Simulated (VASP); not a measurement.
Write the native input for VASP 6.6.1 that does the following.

| Quantity | Value |
| --- | --- |
| Task | G0W0 quasiparticle levels |
| Functional | PBE |
| Potentials or basis | VASP PAW PBE potentials, release 64 (Mg_GW, O_GW) |
| Cutoff | 450 eV |
| k mesh | 6 × 6 × 6 |
| Occupations | gaussian, width 0.01 eV |
| Spin | no spin polarisation |
| GW scheme | G0W0 |
| GW iterations | 1 |
| Cutoff of the response function | 240 |
| Frequency points | 50 |
| Empty bands | 155 |
| Further INCAR settings | ALGO = EVGW0; EDIFF = 1e-08; NBANDS = 159 |

MgO:

```
CELL_PARAMETERS angstrom
0.00000 2.09700 2.09700
2.09700 0.00000 2.09700
2.09700 2.09700 0.00000
ATOMIC_POSITIONS crystal
Mg 0.00000 0.00000 0.00000
O 0.50000 0.50000 0.50000
```

The cell is a database's computed one.

The input as run:

POSCAR

```
MgO
1.0
    0.0000000000      2.0970013927      2.0970013927
    2.0970013927      0.0000000000      2.0970013927
    2.0970013927      2.0970013927      0.0000000000
Mg O
1 1
Direct
    0.0000000000      0.0000000000      0.0000000000
    0.5000000000      0.5000000000      0.5000000000
```

INCAR.step1

```
PREC = Accurate
ENCUT = 450
EDIFF = 1E-8
ISMEAR = 0
SIGMA = 0.01
LREAL = False
LASPH = True
NELM = 80
ALGO = Normal
LWAVE = True
LCHARG = False
GGA = PE
```

INCAR.step2

```
PREC = Accurate
ENCUT = 450
EDIFF = 1E-8
ISMEAR = 0
SIGMA = 0.01
LREAL = False
LASPH = True
NELM = 1
ALGO = Exact
LWAVE = True
LCHARG = False
GGA = PE
NBANDS = 159
LOPTICS = True
ISTART = 1
```

INCAR.step3

```
PREC = Accurate
ENCUT = 450
EDIFF = 1E-8
ISMEAR = 0
SIGMA = 0.01
LREAL = False
LASPH = True
ALGO = EVGW0
LWAVE = False
LCHARG = False
GGA = PE
NELMGW = 1
NBANDS = 159
ENCUTGW = 240
NOMEGA = 50
PRECFOCK = Fast
ISTART = 1
NBANDSGW = 12
```

KPOINTS

```
Automatic mesh
0
Gamma
  6 6 6
```

Potentials or basis: VASP PAW PBE potentials, release 64 (Mg_GW, O_GW).

Launch:

```console
$ cat potpaw_PBE.64/Mg_GW/POTCAR potpaw_PBE.64/O_GW/POTCAR > POTCAR
$ cp INCAR.step1 INCAR
$ mpirun -np 1 vasp_std > vasp.out
$ cp INCAR.step2 INCAR
$ mpirun -np 1 vasp_std > vasp.out
$ cp INCAR.step3 INCAR
$ mpirun -np 1 vasp_std > vasp.out
```

Results of the run:

The band gap on the k mesh, mean-field level is 4.85 eV, direct. The quasiparticle gap is 7.57 eV and the least direct quasiparticle gap is 7.57 eV.

Caveat: the k mesh is coarse (spacing up to 0.43 Å⁻¹), so the values aren't converged; bands, screening cutoff and mesh are small and nothing is extrapolated, so the quasiparticle values aren't converged.

Run time: 2.3 min on 1 thread of Intel(R) Xeon(R) 6975P-C (Granite Rapids), on a shared host, peak memory 0.49 GiB.
